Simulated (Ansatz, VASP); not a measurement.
# CuO in VASP and in Ansatz

```
CELL_PARAMETERS angstrom
4.16094 0.00000 0.00000
0.00000 4.16094 0.00000
0.00000 0.00000 3.88764
ATOMIC_POSITIONS crystal
Cu 0.50000 0.00000 0.50000
Cu 0.00000 0.50000 0.50000
Cu 0.00000 0.00000 0.00000
O 0.00000 0.00000 0.50000
O 0.50000 0.00000 0.00000
O 0.00000 0.50000 0.00000
```

Measurements of this composition are mostly on another form, of space group No. 15.

Alike in both runs: functional PBEsol; k mesh 7 × 7 × 7; occupations fermi-dirac, width 0.05 eV; no spin polarisation.

|  | VASP | Ansatz |
| --- | --- | --- |
| version | VASP 6.6.1 | Ansatz 0.2.0 |
| potentials or method | VASP PAW PBE potentials, release 64 (Cu, O) | Ansatz PAW |
| plane-wave cutoff (eV) | 520 | 420 |
| valence electrons in the cell | 51 | 75 |
| task | single point | band structure |

```tsv
	VASP	Ansatz	Ansatz less VASP
gap on the k mesh at the Fermi level (eV)	none	none	-
pressure (GPa)	-4.9	-5.5	-0.59
largest component of the traceless stress (GPa)	2.15	2.66	+0.509
```

A gap of «none» marks a metal or a gap that the smearing closes. The two sets of potentials don't hold the same shells in valence.

Caveats: an odd number of electrons without spin polarisation forces a metal; a magnetic or distorted state may lie lower; the run has no spin polarisation, though such a crystal can be magnetic; semilocal functionals often make such compounds metallic where correlation or magnetic order opens a gap, which also shifts bond lengths; the PAW data sets were made with another functional, which shifts forces and pressure a little (VASP); the pressure holds a Pulay correction of +0.7 GPa for the finite cutoff (Ansatz); the PAW data sets come from PBE, with cores solved anew for the run's functional, which leaves a small shift of forces and pressure (Ansatz).
